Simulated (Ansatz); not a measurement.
# GeO2 (P4_2/mnm): band-edge transport data

Consider the following.

```
GeO2
1.0
    4.42795     0.00000     0.00000
    0.00000     4.42795     0.00000
    0.00000     0.00000     2.88421
Ge O
2 4
Direct
  0.50000   0.50000   0.50000
  0.00000   0.00000   0.00000
  0.69369   0.69369   0.00000
  0.30631   0.30631   0.00000
  0.80631   0.19369   0.50000
  0.19369   0.80631   0.50000
```

Computed with r2SCAN, rigid bands (plane waves, PAW, scalar-relativistic; Ansatz, a program for electronic structure). Condition of this run: functional r2SCAN on the same cell. Cell: cell and atoms relaxed with PBEsol.

The band gap is 2.33 eV and the electron conductivity mass (300 K, dilute) is 0.28 (x), 0.28 (y), 0.23 (z) mₑ. The effective density of states N_c (300 K) is 3.0e18 cm⁻³ and the density-of-states mass, electrons comes out as 0.24 mₑ. The Seebeck coefficient, n-type 1e19 cm⁻³, 300 K comes out as -141 μV/K and the best n-type power factor at 300 K for τ = 10 fs (best axis; densities from 1e16 to 1e21 cm⁻³ tried, whether or not they can be reached) comes out as 2.4 μW/(cm·K²) at 1e19 cm⁻³.

Rigid bands; masses and Seebeck coefficients take one relaxation time τ for all states and one kind of carrier; polarons and phonon drag are left out. Spin-orbit coupling is left out. Geometry: cell and atoms relaxed with PBEsol.
